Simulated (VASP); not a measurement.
Input of a VASP 6.6.1 run:

POSCAR

```
PbSe
1.0
    0.0000000000      3.0606500000      3.0606500000
    3.0606500000      0.0000000000      3.0606500000
    3.0606500000      3.0606500000      0.0000000000
Pb Se
1 1
Direct
    0.0000000000      0.0000000000      0.0000000000
    0.5000000000      0.5000000000      0.5000000000
```

The input INCAR.step1:

```
SYSTEM = PbSe
PREC = Accurate ; ENCUT = 520
EDIFF = 1E-5 ; ISMEAR = -1
SIGMA = 0.05 ; LREAL = .False.
LASPH = .True. ; NELM = 80
ALGO = Normal ; ISIF = 2
LWAVE = .True. ; LCHARG = .False.
MAGMOM = 0 0 0 0 0 0 ; LORBIT = 11
LSORBIT = .True. ; GGA_COMPAT = .False.
GGA = PE
```

File INCAR.step2:

```
SYSTEM = PbSe
PREC = Accurate ; ENCUT = 520
EDIFF = 1E-7 ; ISMEAR = -1
SIGMA = 0.05 ; LREAL = .False.
LASPH = .True. ; NELM = 80
ALGO = Normal ; ISIF = 2
LWAVE = .False. ; LCHARG = .False.
MAGMOM = 0 0 0 0 0 0 ; LORBIT = 11
LSORBIT = .True. ; GGA_COMPAT = .False.
GGA = PE ; LHFCALC = .True.
AEXX = 0.25 ; PRECFOCK = Fast
HFRCUT = -1 ; ISTART = 1
```

Contents of KPOINTS:

```
Automatic mesh
0
Gamma
  4 4 4
  0 0 0
```

Potentials or basis: VASP PAW PBE potentials, release 64 (Pb_d, Se).

Launch:

```bash
$ cat potpaw_PBE.64/Pb_d/POTCAR potpaw_PBE.64/Se/POTCAR > POTCAR
$ cp INCAR.step1 INCAR
$ mpirun -np 1 vasp_ncl > vasp.out
$ cp INCAR.step2 INCAR
$ mpirun -np 1 vasp_ncl > vasp.out
```

**Question.** What does it give for the pressure?

**Answer.** 1.0 GPa.

Caveat: the k mesh is coarse (spacing up to 0.44 Å⁻¹), so the values aren't converged, least of all with exact exchange; the PAW data sets were made with another functional, which shifts forces and pressure a little.
